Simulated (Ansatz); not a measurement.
# Na: LAPW beside PAW

The same cell of Na is computed with all-electron LAPW, frozen-core PAW and all-electron PAW on datasets made for the crystal, to set the results side by side.

Computed with Ansatz 0.2.0 (DFT PBEsol, scalar-relativistic, unless a step's input says otherwise).

**1. The structure to begin with**

Symmetry: Im-3m, No. 229, cubic system. Conventional cell: a = 4.208 Å, b = 4.208 Å, c = 4.208 Å, α = 90.00°, β = 90.00°, γ = 90.00°. Na (site symmetry m-3m) has 8 Na at 3.64 Å as nearest neighbours.

Coordinates:

```
Na
1.0
    -2.10403    2.10403    2.10403
     2.10403   -2.10403    2.10403
     2.10403    2.10403   -2.10403
Na
1
Direct
  0.00000 0.00000 0.00000
```

The cell is one relaxed in the Materials Project, used as it stands.

**2. All-electron LAPW**

File input.yaml:

```yaml
crystal:
  lattice:
    - [-2.1040267987, 2.1040267987, 2.1040267987]
    - [2.1040267987, -2.1040267987, 2.1040267987]
    - [2.1040267987, 2.1040267987, -2.1040267987]
  atoms:
    - { symbol: Na, position: [0.0, 0.0, 0.0] }
kpoints:
  mp_grid: { grid: [12, 12, 12] }
  band_path:
    path:
      - [0.0, 0.0, 0.0]
      - [0.5, -0.5, 0.5]
      - [0.0, 0.0, 0.5]
      - [0.0, 0.0, 0.0]
      - [0.25, 0.25, 0.25]
      - [0.5, -0.5, 0.5]
      - [0.25, 0.25, 0.25]
      - [0.0, 0.0, 0.5]
    npoints: 8
scf:
  occupations: { method: fermi_dirac, width: 0.05 }
hamiltonian:
  xc: pbesol
  pseudopotentials: { kind: all_electron, lapw: { basis_error: 0.00025 } }
output:
  forces: true
  stress: true
  eigenvalues: true
  fatbands: true
  populations: true
  dos: { projected: true, de: 0.2, e_range: [-14, 8] }
```

**3. Frozen-core PAW**

Edit input.yaml of step 2 so:

```diff
@@ -24,3 +24,3 @@
   xc: pbesol
-  pseudopotentials: { kind: all_electron, lapw: { basis_error: 0.00025 } }
+  pseudopotentials: { kind: paw }
 output:
@@ -29,4 +29,5 @@
   eigenvalues: true
-  fatbands: true
+  efg: { contact_densities: true }
   populations: true
+  bader: true
   dos: { projected: true, de: 0.2, e_range: [-14, 8] }
```

**4. All-electron PAW on datasets made for the crystal**

Edit input.yaml of step 3 so:

```diff
@@ -24,3 +24,3 @@
   xc: pbesol
-  pseudopotentials: { kind: paw }
+  pseudopotentials: { kind: all_electron, datasets: crystal }
 output:
@@ -30,4 +30 @@
   efg: { contact_densities: true }
-  populations: true
-  bader: true
-  dos: { projected: true, de: 0.2, e_range: [-14, 8] }
```

(Steps that only read results are left out.)

What does the calculation give? Wanted: pressure; gap.

As calculated:

| quantity | value |
| --- | --- |
| pressure | LAPW -0.19, PAW -0.19, crystal datasets -0.19 GPa |
| gap (LAPW) | none |

What this shows: The pressure is within half a GPa of zero, so the volume is close to equilibrium at this level. The count of 9 electrons in bands leaves a band partly filled, so there is no gap. Within 0.3 eV of the Fermi level the largest projected share is Na 3s (100 %). The projection holds only the free atom's occupied shells (Na 3s in this range). PAW lies less than 0.01 GPa from LAPW in pressure.
